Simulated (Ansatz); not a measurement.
SiO2, 12 atoms in the cell. Symmetry: Fddd, No. 70, orthorhombic system. The conventional cell has a = 4.719 Å, b = 9.433 Å, c = 14.726 Å, α = 90.00°, β = 90.00°, γ = 90.00°. Si (site symmetry 2) has 4 O at 1.60 to 1.62 Å as nearest neighbours. Around O (site symmetry 2) lie 2 Si at 1.62 Å. O (site symmetry -1) has 2 Si at 1.60 Å as nearest neighbours. The cell comes from a database or a generator and needn't be the stable form of this composition.

```yaml
Program: Ansatz 0.2.0
Task: relaxation of cell and atoms
Functional: PBE
Potentials_or_basis: Ansatz PAW
Cutoff: "420 eV (not typed: the program's choice for these potentials)"
k_mesh: 7 × 7 × 7
Occupations: fermi-dirac, width 0.05 eV
Spin: no spin polarisation
```

Potentials or basis: Ansatz PAW.

The run is started by

```bash
$ ansatz run input.yaml --threads 4 --pin off --max-ram 11264MiB --backend cpu --events-out ev --progress --plain --runs-dir out
```

Hardware: 4 threads of Intel(R) Xeon(R) Platinum 8259CL CPU @ 2.50GHz (Skylake/Cascade Lake), with other jobs on the host.

**Question.** Estimate the wall time of this run.

**Answer.** Wall time 53 s on 4 threads of Intel(R) Xeon(R) Platinum 8259CL CPU @ 2.50GHz (Skylake/Cascade Lake), on a shared host, peak memory 0.84 GiB. Counts: scf iterations 42, plane waves 3273, k points 64, bands 44, ion steps 8.
